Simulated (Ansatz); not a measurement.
# CO2: gradients and densities at the nuclei, part 2 of 2

What field gradients would nuclear probes meet in CO2? The gradients are computed first, then checked by further runs. The cell is a computed entry of the Materials Project. Planned: a single point, then r2SCAN, then PBE, rigid cores.

Ansatz 0.2.0; DFT, PBE, plane-wave PAW, default files, scalar-relativistic, as far as a step names no other. Earlier steps stand in the parts before.

### Step 3. Functional r2SCAN

input.yaml

```yaml
crystal:
  lattice:
    - [5.069311, 0.0, 0.0]
    - [0.0, 5.069311, 0.0]
    - [0.0, 0.0, 7.232025]
  atoms:
    - { symbol: C, position: [0.988792, 0.011208, 0.75] }
    - { symbol: C, position: [0.011208, 0.988792, 0.25] }
    - { symbol: C, position: [0.511208, 0.511208, 0.5] }
    - { symbol: C, position: [0.488792, 0.488792, 0.0] }
    - { symbol: O, position: [0.674986, 0.347607, 0.492671] }
    - { symbol: O, position: [0.325014, 0.652393, 0.992671] }
    - { symbol: O, position: [0.847607, 0.825014, 0.242671] }
    - { symbol: O, position: [0.152393, 0.174986, 0.742671] }
    - { symbol: O, position: [0.652393, 0.325014, 0.007329] }
    - { symbol: O, position: [0.347607, 0.674986, 0.507329] }
    - { symbol: O, position: [0.825014, 0.847607, 0.757329] }
    - { symbol: O, position: [0.174986, 0.152393, 0.257329] }
kpoints:
  mp_grid: { grid: [5, 5, 4] }
scf:
  occupations: { method: fermi_dirac, width: 0.02 }
hamiltonian:
  xc: r2scan
  pseudopotentials: { kind: paw }
output:
  forces: true
  stress: true
  populations: true
  efg: { quadrupole_moments_barn: { O: -0.02558 }, contact_densities: true }
  write_density: true
  write_potential: true
  elf: true
  volumetric_format: npy
```

Command:

```console
> ansatz run input.yaml --threads 1 --pin off --max-ram 2560MiB --backend cpu --events-out ev --progress --plain --runs-dir out
```

The log of the run:

```text
Warning: RAYON_NUM_THREADS=1 ignored (pool sized by the plan → 1); use --threads N
Engine: ansatz 0.2.0, aarch64-unknown-linux-gnu
Pseudopotentials: kind: paw
Pseudopotential: C, paw, valence charge 4, recommended cutoff 500 eV (meta_gga), C.paw.azcp
Pseudopotential: O, paw, valence charge 6, recommended cutoff 500 eV (meta_gga), O.paw.azcp
Functional definition: r2SCAN
  parameter k0 = 0.174
  parameter k1 = 0.065
  parameter a1 = 4.9479
  exchange = r2scan_x(k0 = k0, k1 = k1, a1 = a1)
  correlation = r2scan_c
Crystal: 12 atoms, lattice volume = 185.848 Å³
Basis set: ecut = 500 eV, 4727 PW (Γ), exchange–correlation on 160×160×216 points (64 copies of the dense FFT grid, shifted against one another)
Bands: 44, of which v1, the nominal top of the filled ones, is band 32 counted from 1 (31 counted from 0)
Symmetry: 8 space group operations
Space group: P41212 (ITA 92), of the structure as read, at distance tolerance 5.7e-5 Å
k-points: 18 of 100 (time reversal used)
Non-local potential: C, projectors of the file, l = 0: 2, l = 1: 2, l = 2: 1
Non-local potential: O, projectors of the file, l = 0: 2, l = 1: 2, l = 2: 1
PAW form: soft (Blöchl's): semilocal exchange-correlation on the pseudo side does not see the compensation charge
PAW frozen core: C, regenerated for the run's functional (the file was generated under x = pbe(κ = 0.804, μ = 0.2195149727645171), c = pbe(β = 0.06672455060314922))
PAW frozen core: O, regenerated for the run's functional (the file was generated under x = pbe(κ = 0.804, μ = 0.2195149727645171), c = pbe(β = 0.06672455060314922))
PAW one-centre angular grid: C, 302 points (default); XC on 239 of its mesh's 2573 points in the sphere
PAW one-centre angular grid: O, 302 points (default); XC on 160 Gauss nodes
Initial density: superposition of atomic densities (neutral atoms: chi_scale 0, normalization atom), corrected by the library's trained network
Initial wavefunctions: pseudopotential atomic-orbital guess
Functional: x = r2scan, c = r2scan; τ floored in thin density (d = 2e-4 eV/Å³)
SCF iter   1: F=—  HF=-5550.588627 eV  |F-HF|=—  |Δ(HF+E_count)|=         —  Δρ=1.01e-2  dr2=1.55e-1  dr2_τ=1.86e0  ethr=1.77e-3  ⟨swp⟩=6.2  Hψ=3602  notcnv=0  defer=6
preconditioner: auto → Resta (q_TF=auto, 2.284 Å⁻¹)  ε∞=2.7  [insulator: Δε(μ)=7.132 eV  Ē_g=16.915 eV  σ=0.020 eV  W_gap=1.00  n_scr=36 (ndim 8)  ℏωp=21.8 eV  f_vac=0.216  D(μ)=0.00/eV (n_scr^D=0)  ε∞_Penn≈2.7]
SCF iter   2: F=—  HF=-5550.650264 eV  |F-HF|=—  |Δ(HF+E_count)|=   6.16e-2  Δρ=4.93e-3  dr2=1.49e-2  dr2_τ=7.16e-3  ethr=2.43e-4  ⟨swp⟩=2.0  Hψ=1581  notcnv=0  defer=75
SCF iter   3: F=—  HF=-5550.643884 eV  |F-HF|=—  |Δ(HF+E_count)|=   6.38e-3  Δρ=1.84e-3  dr2=3.13e-3  dr2_τ=4.12e-4  ethr=2.33e-5  ⟨swp⟩=2.1  Hψ=1291  notcnv=0  defer=75
SCF iter   4: F=—  HF=-5550.642648 eV  |F-HF|=—  |Δ(HF+E_count)|=   1.24e-3  Δρ=3.39e-4  dr2=1.50e-4  dr2_τ=1.50e-5  ethr=4.89e-6  ⟨swp⟩=2.0  Hψ=1366  notcnv=0  defer=75
SCF iter   5: F=—  HF=-5550.642728 eV  |F-HF|=—  |Δ(HF+E_count)|=   8.02e-5  Δρ=5.94e-5  dr2=9.01e-6  dr2_τ=1.13e-6  ethr=2.35e-7  ⟨swp⟩=2.7  Hψ=1300  notcnv=0  defer=75
SCF iter   6: F=—  HF=-5550.642736 eV  |F-HF|=—  |Δ(HF+E_count)|=   8.18e-6  Δρ=1.73e-5  dr2=5.53e-7  dr2_τ=2.63e-8  ethr=1.41e-8  ⟨swp⟩=2.6  Hψ=1319  notcnv=0  defer=75
SCF iter   7: F=-5550.642737 eV  HF=-5550.642737 eV  |F-HF|=5.42e-9  |Δ(HF+E_count)|=   7.62e-7  Δρ=3.77e-6  dr2=1.48e-8  dr2_τ=1.34e-9  ethr=1.56e-10  ⟨swp⟩=14.7  Hψ=5698  notcnv=0
SCF 1 converged in 7 iterations: F = -5550.642737 eV  dr2 = 1.48e-8
SCF converged after 7 iterations
Free energy (F): -5550.642737 eV
Harris-Foulkes:  -5550.642737 eV  (|F-HF|=5.42e-9)
Internal energy: -5550.642737 eV  (E = F + TS)
E sigma→0 (E₀):  -5550.642737 eV
Fermi energy:    0.747791 eV
--- Per-component energies (eV) ---
  E_band       = -666.198146
  E_kinetic    = 1740.674514
  E_local      = -4898.446937  (includes V_loc(G=0)·N_el)
  E_nonlocal   = 492.220889
  E_hartree    = 1667.123303
  E_xc         = -756.032642
  E_vxc        = -1087.871369  (∫ρ·V_xc dr)
  E_paw        = -1683.396577  (= ΣΔE_a)
  E_vpaw       = -322.941053  (= ΣTr[D̂ρ^β])
  E_aug_tail   = 0.008000  (compensation charges beyond the density's cutoff)
  E_vtau       = 75.909991  (kinetic-family band-sum trace: ∫τ·v_τ [+ j·A + Jᵃ·Aᵃ] dr)
  E_ewald      = -2112.438666
  E_core_change = -0.354622  (= ΣΔE_core)
  E_smearing   = -0.000000  (= −TS)
  E_closure    = -0.000000  (closes the sum)
  Σ components = -5550.642737   (vs F -5550.642737, Δ=0.00e0)
--- Forces (eV/Å), atoms counted from 1 ---
  atom   1  C      0.01242456    -0.01242456    -0.00000000
  atom   2  C     -0.01242456     0.01242456     0.00000000
  atom   3  C     -0.01242456    -0.01242456     0.00000000
  atom   4  C      0.01242456     0.01242456    -0.00000000
  atom   5  O     -1.07251937     1.03947070     0.09335361
  atom   6  O      1.07251937    -1.03947070     0.09335361
  atom   7  O      1.03947070     1.07251937     0.09335361
  atom   8  O     -1.03947070    -1.07251937     0.09335361
  atom   9  O     -1.03947070     1.07251937    -0.09335361
  atom  10  O      1.03947070    -1.07251937    -0.09335361
  atom  11  O      1.07251937     1.03947070    -0.09335361
  atom  12  O     -1.07251937    -1.03947070    -0.09335361
  max |Σ_I F_I| component: 2.22e-16 eV/Å
--- Stress (GPa, compression-positive) ---
       -6.214072       0.000000       0.000000
        0.000000      -6.214072      -0.000000
        0.000000      -0.000000       0.225543
  P = ⅓ Tr σ = -4.0675 GPa (-40.675 kbar)
--- PAW observables at the nuclei: V_zz in 10²¹ V/m², potentials from the cell's mean, atoms counted from 1 ---
  atom   1  C  V_zz =    -3.479561   η = 0.0298   by run symmetry: allowed
            electrostatic potential = -403.383379 V   contact ρ = 866.862719 e/Å³
  atom   2  C  V_zz =    -3.479561   η = 0.0298   by run symmetry: allowed
            electrostatic potential = -403.383379 V   contact ρ = 866.862719 e/Å³
  atom   3  C  V_zz =    -3.479561   η = 0.0298   by run symmetry: allowed
            electrostatic potential = -403.383379 V   contact ρ = 866.862719 e/Å³
  atom   4  C  V_zz =    -3.479561   η = 0.0298   by run symmetry: allowed
            electrostatic potential = -403.383379 V   contact ρ = 866.862719 e/Å³
  atom   5  O  V_zz =    +8.062148   η = 0.0834   by run symmetry: allowed   C_q = -4.9866 MHz
            electrostatic potential = -613.257808 V   contact ρ = 2154.647541 e/Å³
  atom   6  O  V_zz =    +8.062148   η = 0.0834   by run symmetry: allowed   C_q = -4.9866 MHz
            electrostatic potential = -613.257808 V   contact ρ = 2154.647541 e/Å³
  atom   7  O  V_zz =    +8.062148   η = 0.0834   by run symmetry: allowed   C_q = -4.9866 MHz
            electrostatic potential = -613.257808 V   contact ρ = 2154.647541 e/Å³
  atom   8  O  V_zz =    +8.062148   η = 0.0834   by run symmetry: allowed   C_q = -4.9866 MHz
            electrostatic potential = -613.257808 V   contact ρ = 2154.647541 e/Å³
  atom   9  O  V_zz =    +8.062148   η = 0.0834   by run symmetry: allowed   C_q = -4.9866 MHz
            electrostatic potential = -613.257808 V   contact ρ = 2154.647541 e/Å³
  atom  10  O  V_zz =    +8.062148   η = 0.0834   by run symmetry: allowed   C_q = -4.9866 MHz
            electrostatic potential = -613.257808 V   contact ρ = 2154.647541 e/Å³
  atom  11  O  V_zz =    +8.062148   η = 0.0834   by run symmetry: allowed   C_q = -4.9866 MHz
            electrostatic potential = -613.257808 V   contact ρ = 2154.647541 e/Å³
  atom  12  O  V_zz =    +8.062148   η = 0.0834   by run symmetry: allowed   C_q = -4.9866 MHz
            electrostatic potential = -613.257808 V   contact ρ = 2154.647541 e/Å³
--- Band table (eV; the first three rows and the last of 18) ---
  k-point 0: bands = ["-24.4565", "-24.3000", "-24.3000", "-24.2160", "-23.2429", "-23.2429", "-23.2251", "-23.2208", "-8.7474", "-8.5843", "-8.5843", "-8.3382", "-7.5038", "-7.5038", "-7.1185", "-7.1103", "-7.0152", "-7.0152", "-6.8814", "-6.7295", "-6.7285", "-6.3653", "-6.3653", "-6.3212", "-3.8529", "-3.4065", "-3.3777", "-3.3071", "-3.3071", "-3.0333", "-3.0333", "-2.7953", "4.2791", "5.5469", "5.5469", "5.9567", "6.0461", "6.0461", "6.1797", "6.1899", "6.7703", "7.6803", "7.6803", "8.6649"]
  k-point 1: bands = ["-24.4422", "-24.3517", "-24.2589", "-24.2197", "-23.2408", "-23.2391", "-23.2279", "-23.2238", "-8.7350", "-8.6527", "-8.4980", "-8.3576", "-7.4661", "-7.4635", "-7.2105", "-7.2038", "-7.0631", "-6.9257", "-6.8614", "-6.6404", "-6.6386", "-6.4128", "-6.3999", "-6.3993", "-3.8104", "-3.5099", "-3.3579", "-3.3296", "-3.1568", "-3.0879", "-3.0411", "-2.8288", "4.5593", "5.5099", "5.7572", "5.8737", "6.0618", "6.0787", "6.1549", "6.1699", "6.4770", "6.5586", "8.8520", "9.0745"]
  k-point 2: bands = ["-24.4036", "-24.4036", "-24.2328", "-24.2328", "-23.2345", "-23.2345", "-23.2314", "-23.2314", "-8.7019", "-8.7019", "-8.4144", "-8.4144", "-7.3584", "-7.3584", "-7.3535", "-7.3535", "-7.0141", "-7.0141", "-6.6357", "-6.6357", "-6.4987", "-6.4987", "-6.4958", "-6.4958", "-3.6892", "-3.6892", "-3.2403", "-3.2403", "-3.2109", "-3.2109", "-2.9254", "-2.9254", "5.2883", "5.2883", "5.7342", "5.7342", "6.0544", "6.0544", "6.1213", "6.1213", "6.2013", "6.2013", "9.6259", "9.6259"]
  k-point 17: bands = ["-24.3204", "-24.3204", "-24.3029", "-24.3029", "-23.2437", "-23.2437", "-23.2371", "-23.2371", "-8.5632", "-8.5632", "-8.5464", "-8.5464", "-7.4865", "-7.4865", "-7.4770", "-7.4770", "-6.8654", "-6.8654", "-6.7216", "-6.7216", "-6.5507", "-6.5507", "-6.5251", "-6.5251", "-3.2546", "-3.2546", "-3.2281", "-3.2281", "-3.1112", "-3.1112", "-3.0289", "-3.0289", "5.6892", "5.6892", "5.7611", "5.7611", "6.0729", "6.0729", "6.1252", "6.1252", "7.4694", "7.4694", "7.9673", "7.9673"]
--- Löwdin populations: 12 sites ---
  site symbol       q [e]
     0      C      3.1920
     1      C      3.1920
     2      C      3.1920
     3      C      3.1920
     4      O      6.2916
     5      O      6.2916
     6      O      6.2916
     7      O      6.2916
     8      O      6.2916
     9      O      6.2916
    10      O      6.2916
    11      O      6.2916
  spilling = 0.014051 (of n_electrons = 64.000000)
```

Run time: 38 s. Hardware: 1 thread of Arm Neoverse V1, shared host; peak memory 0.72 GiB.

At the end: gap on the mesh 7.07 eV, largest force 1.496 eV/Å, pressure -4.1 GPa.

What changed since step 2 (V_zz in 10²¹ V/m²):

| site | atoms | V_zz, PBE | V_zz, r2SCAN | η, PBE | η, r2SCAN |
| --- | --- | --- | --- | --- | --- |
| C | 1, 2, 3, … | -2.86 | -3.48 | 0.04 | 0.03 |
| O | 5, 6, 7, … | 7.49 | 8.06 | 0.08 | 0.08 |

The sizes of the gradients above 0.15 moved by 22 % at C (-2.86 to -3.48). The cutoff follows the datasets, from 420 to 500 eV.

### Step 4. Cores kept from responding

Changes to input.yaml since step 3:

```diff
@@ -23,4 +23,4 @@
 hamiltonian:
-  xc: r2scan
-  pseudopotentials: { kind: paw }
+  xc: pbe
+  pseudopotentials: { kind: paw, frozen_core: stored }
 output:
```

Command:

```console
> ansatz run input.yaml --threads 1 --pin off --max-ram 2560MiB --backend cpu --events-out ev --progress --plain --runs-dir out
```

The log of the run:

```text
Warning: RAYON_NUM_THREADS=1 ignored (pool sized by the plan → 1); use --threads N
[... 9 set-up lines as earlier in the session ...]
Crystal: 12 atoms, lattice volume = 185.848 Å³
Basis set: ecut = 420 eV, 3605 PW (Γ), exchange–correlation on 72×72×100 points (8 copies of the dense FFT grid, shifted against one another)
Bands: 44, of which v1, the nominal top of the filled ones, is band 32 counted from 1 (31 counted from 0)
[... 2 set-up lines as earlier in the session ...]
k-points: 18 of 100 (time reversal used)
[... 8 set-up lines as earlier in the session ...]
SCF iter   1: F=—  HF=-5539.467510 eV  |F-HF|=—  |Δ(HF+E_count)|=         —  Δρ=4.24e-3  dr2=1.12e-2  ethr=1.77e-3  ⟨swp⟩=7.1  Hψ=3418  notcnv=0  defer=2
preconditioner: auto → Resta (q_TF=auto, 2.284 Å⁻¹)  ε∞=2.9  [insulator: Δε(μ)=6.444 eV  Ē_g=15.778 eV  σ=0.020 eV  W_gap=1.00  n_scr=36 (ndim 8)  ℏωp=21.8 eV  f_vac=0.218  D(μ)=0.00/eV (n_scr^D=0)  ε∞_Penn≈2.9]
SCF iter   2: F=—  HF=-5539.473168 eV  |F-HF|=—  |Δ(HF+E_count)|=   5.66e-3  Δρ=1.94e-3  dr2=2.52e-3  ethr=1.75e-5  ⟨swp⟩=2.1  Hψ=1565  notcnv=0  defer=73
SCF iter   3: F=—  HF=-5539.475111 eV  |F-HF|=—  |Δ(HF+E_count)|=   1.94e-3  Δρ=8.35e-4  dr2=6.42e-4  ethr=3.93e-6  ⟨swp⟩=2.6  Hψ=1286  notcnv=0  defer=73
SCF iter   4: F=—  HF=-5539.475672 eV  |F-HF|=—  |Δ(HF+E_count)|=   5.61e-4  Δρ=1.11e-4  dr2=3.54e-5  ethr=1.00e-6  ⟨swp⟩=2.3  Hψ=1267  notcnv=0  defer=73
SCF iter   5: F=—  HF=-5539.475812 eV  |F-HF|=—  |Δ(HF+E_count)|=   1.40e-4  Δρ=4.01e-5  dr2=2.23e-6  ethr=5.54e-8  ⟨swp⟩=2.8  Hψ=1282  notcnv=0  defer=73
SCF iter   6: F=—  HF=-5539.475813 eV  |F-HF|=—  |Δ(HF+E_count)|=   1.16e-6  Δρ=1.10e-5  dr2=1.01e-7  ethr=3.49e-9  ⟨swp⟩=2.7  Hψ=1312  notcnv=0  defer=73
SCF iter   7: F=-5539.475813 eV  HF=-5539.475813 eV  |F-HF|=4.52e-9  |Δ(HF+E_count)|=   1.20e-7  Δρ=1.03e-6  dr2=1.67e-9  ethr=1.56e-10  ⟨swp⟩=12.8  Hψ=5290  notcnv=0
SCF 1 converged in 7 iterations: F = -5539.475813 eV  dr2 = 1.67e-9
SCF converged after 7 iterations
Free energy (F): -5539.475813 eV
Harris-Foulkes:  -5539.475813 eV  (|F-HF|=4.52e-9)
Internal energy: -5539.475813 eV  (E = F + TS)
E sigma→0 (E₀):  -5539.475813 eV
Fermi energy:    0.906940 eV
--- Per-component energies (eV) ---
  E_band       = -613.125191
  E_kinetic    = 1738.197442
  E_local      = -4903.438029  (includes V_loc(G=0)·N_el)
  E_nonlocal   = 498.982111
  E_hartree    = 1667.326538
  E_xc         = -765.392975
  E_vxc        = -967.287335  (∫ρ·V_xc dr)
  E_paw        = -1662.731827  (= ΣΔE_a)
  E_vpaw       = -314.251087  (= ΣTr[D̂ρ^β])
  E_aug_tail   = 0.019592  (compensation charges beyond the density's cutoff)
  E_ewald      = -2112.438666
  E_smearing   = -0.000000  (= −TS)
  E_closure    = 0.000000  (closes the sum)
  Σ components = -5539.475813   (vs F -5539.475813, Δ=0.00e0)
--- Forces (eV/Å), atoms counted from 1 ---
  atom   1  C      0.01070296    -0.01070296    -0.00000000
  atom   2  C     -0.01070296     0.01070296     0.00000000
  atom   3  C     -0.01070296    -0.01070296     0.00000000
  atom   4  C      0.01070296     0.01070296    -0.00000000
  atom   5  O     -0.45732807     0.42550170     0.05115027
  atom   6  O      0.45732807    -0.42550170     0.05115027
  atom   7  O      0.42550170     0.45732807     0.05115027
  atom   8  O     -0.42550170    -0.45732807     0.05115027
  atom   9  O     -0.42550170     0.45732807    -0.05115027
  atom  10  O      0.42550170    -0.45732807    -0.05115027
  atom  11  O      0.45732807     0.42550170    -0.05115027
  atom  12  O     -0.45732807    -0.42550170    -0.05115027
  max |Σ_I F_I| component: 2.22e-16 eV/Å
--- Stress (GPa, compression-positive) ---
       -1.463311       0.000000       0.000000
        0.000000      -1.463311      -0.000000
        0.000000      -0.000000       1.569486
  P = ⅓ Tr σ = -0.4524 GPa (-4.524 kbar)
--- PAW observables at the nuclei: V_zz in 10²¹ V/m², potentials from the cell's mean, atoms counted from 1 ---
  atom   1  C  V_zz =    -2.586360   η = 0.0437   by run symmetry: allowed
            electrostatic potential = -404.133630 V   contact ρ = 869.053240 e/Å³
  atom   2  C  V_zz =    -2.586360   η = 0.0437   by run symmetry: allowed
            electrostatic potential = -404.133630 V   contact ρ = 869.053240 e/Å³
  atom   3  C  V_zz =    -2.586360   η = 0.0437   by run symmetry: allowed
            electrostatic potential = -404.133630 V   contact ρ = 869.053240 e/Å³
  atom   4  C  V_zz =    -2.586360   η = 0.0437   by run symmetry: allowed
            electrostatic potential = -404.133630 V   contact ρ = 869.053240 e/Å³
  atom   5  O  V_zz =    +7.828380   η = 0.0790   by run symmetry: allowed   C_q = -4.8420 MHz
            electrostatic potential = -613.395316 V   contact ρ = 2159.499016 e/Å³
  atom   6  O  V_zz =    +7.828380   η = 0.0790   by run symmetry: allowed   C_q = -4.8420 MHz
            electrostatic potential = -613.395316 V   contact ρ = 2159.499016 e/Å³
  atom   7  O  V_zz =    +7.828380   η = 0.0790   by run symmetry: allowed   C_q = -4.8420 MHz
            electrostatic potential = -613.395316 V   contact ρ = 2159.499016 e/Å³
  atom   8  O  V_zz =    +7.828380   η = 0.0790   by run symmetry: allowed   C_q = -4.8420 MHz
            electrostatic potential = -613.395316 V   contact ρ = 2159.499016 e/Å³
  atom   9  O  V_zz =    +7.828380   η = 0.0790   by run symmetry: allowed   C_q = -4.8420 MHz
            electrostatic potential = -613.395316 V   contact ρ = 2159.499016 e/Å³
  atom  10  O  V_zz =    +7.828380   η = 0.0790   by run symmetry: allowed   C_q = -4.8420 MHz
            electrostatic potential = -613.395316 V   contact ρ = 2159.499016 e/Å³
  atom  11  O  V_zz =    +7.828380   η = 0.0790   by run symmetry: allowed   C_q = -4.8420 MHz
            electrostatic potential = -613.395316 V   contact ρ = 2159.499016 e/Å³
  atom  12  O  V_zz =    +7.828380   η = 0.0790   by run symmetry: allowed   C_q = -4.8420 MHz
            electrostatic potential = -613.395316 V   contact ρ = 2159.499016 e/Å³
--- Band table (eV; the first three rows and the last of 18) ---
  k-point 0: bands = ["-22.8528", "-22.6959", "-22.6959", "-22.6139", "-21.7343", "-21.7343", "-21.7167", "-21.7124", "-7.9249", "-7.7943", "-7.7943", "-7.5367", "-6.8809", "-6.8809", "-6.4611", "-6.4441", "-6.4339", "-6.4339", "-6.3147", "-6.1845", "-6.1835", "-5.7785", "-5.7785", "-5.7765", "-3.3780", "-2.9296", "-2.9011", "-2.8343", "-2.8343", "-2.5624", "-2.5624", "-2.3269", "4.1288", "5.3293", "5.3293", "5.7111", "5.8084", "5.8084", "5.9341", "5.9418", "6.4749", "7.4240", "7.4240", "8.4154"]
  k-point 1: bands = ["-22.8384", "-22.7475", "-22.6554", "-22.6174", "-21.7322", "-21.7306", "-21.7194", "-21.7155", "-7.9153", "-7.8538", "-7.7086", "-7.5580", "-6.8424", "-6.8390", "-6.5717", "-6.5613", "-6.4852", "-6.3620", "-6.2881", "-6.0721", "-6.0701", "-5.8646", "-5.8145", "-5.8139", "-3.3355", "-3.0362", "-2.8823", "-2.8542", "-2.6847", "-2.6164", "-2.5704", "-2.3604", "4.3972", "5.2841", "5.5330", "5.6379", "5.8237", "5.8385", "5.9111", "5.9231", "6.2665", "6.2829", "8.5564", "8.7923"]
  k-point 2: bands = ["-22.7996", "-22.7996", "-22.6298", "-22.6298", "-21.7259", "-21.7259", "-21.7230", "-21.7230", "-7.8908", "-7.8908", "-7.6198", "-7.6198", "-6.7308", "-6.7308", "-6.7241", "-6.7241", "-6.4445", "-6.4445", "-6.0759", "-6.0759", "-5.9179", "-5.9179", "-5.9155", "-5.9155", "-3.2148", "-3.2148", "-2.7665", "-2.7665", "-2.7378", "-2.7378", "-2.4559", "-2.4559", "5.0787", "5.0787", "5.5342", "5.5342", "5.8174", "5.8174", "5.8781", "5.8781", "5.9509", "5.9509", "9.2932", "9.2932"]
  k-point 17: bands = ["-22.7167", "-22.7167", "-22.6993", "-22.6993", "-21.7352", "-21.7352", "-21.7288", "-21.7288", "-7.7599", "-7.7599", "-7.7477", "-7.7477", "-6.8685", "-6.8685", "-6.8579", "-6.8579", "-6.2927", "-6.2927", "-6.1524", "-6.1524", "-5.9601", "-5.9601", "-5.9421", "-5.9421", "-2.7815", "-2.7815", "-2.7560", "-2.7560", "-2.6380", "-2.6380", "-2.5565", "-2.5565", "5.4738", "5.4738", "5.5418", "5.5418", "5.8252", "5.8252", "5.8810", "5.8810", "7.2017", "7.2017", "7.6867", "7.6867"]
--- Löwdin populations: 12 sites ---
  site symbol       q [e]
     0      C      3.2335
     1      C      3.2335
     2      C      3.2335
     3      C      3.2335
     4      O      6.2701
     5      O      6.2701
     6      O      6.2701
     7      O      6.2701
     8      O      6.2701
     9      O      6.2701
    10      O      6.2701
    11      O      6.2701
  spilling = 0.014141 (of n_electrons = 64.000000)
```

Run time: 20 s. Hardware: 1 thread of Arm Neoverse V1, shared host; peak memory 0.4 GiB.

At the end: gap on the mesh 6.46 eV, largest force 0.627 eV/Å, pressure -0.5 GPa.

Beside the values of step 2 (V_zz in 10²¹ V/m²):

```
site       atoms  V_zz, PBE  V_zz, PBE, rigid cores  η, PBE  η, PBE, rigid cores
   C  1, 2, 3, …      -2.86                   -2.59    0.04                 0.04
   O  5, 6, 7, …       7.49                    7.83    0.08                 0.08
```

The sizes of the gradients above 0.15 moved by 9 % at C (-2.86 to -2.59). With rigid cores the core electrons don't respond to the crystal's field.

### Step 5. Spectra that follow from step 2

¹⁷O (I = 5/2, Q = -25.58 mb) in zero field: pure quadrupole lines, for atoms at rest. Strengths are squared matrix elements for a powder, against the strongest line of the same site.

```
site  count  line (MHz)  strength
   O      8       0.700      1.00
   O      8        1.39      0.63
```

### Step 6. Results

What follows sums up all 2 parts.

| quantity | value |
| --- | --- |
| state (step 2) | gap on the mesh 6.46 eV, largest force 0.627 eV/Å, pressure -0.5 GPa |
| V_zz by site, step 2 (10²¹ V/m²) | C -2.86, O 7.49 |
| largest C_Q in size, step 2 | 4.63 MHz, ¹⁷O at O |
| step 3 (functional r2SCAN) against step 2 | 22 % at C (-2.86 to -3.48) |
| step 4 (cores kept from responding) against step 2 | 9 % at C (-2.86 to -2.59) |

**Reading.** Site O (1 C at 1.17 Å) carries the largest gradient. The atoms are not relaxed at this level (largest force 0.63 eV/Å). Going from PBE to r2SCAN moves the gradients by up to 22 %. Going from PBE to PBE, rigid cores moves the gradients by up to 9 %. The ¹⁷O zero-field lines reach up to 1.39 MHz, for nuclei at rest; thermal motion mostly lowers such lines a little.

The gaps are Kohn-Sham values of a semilocal functional, not quasiparticle or optical gaps. Such gaps usually fall short of the measured ones.
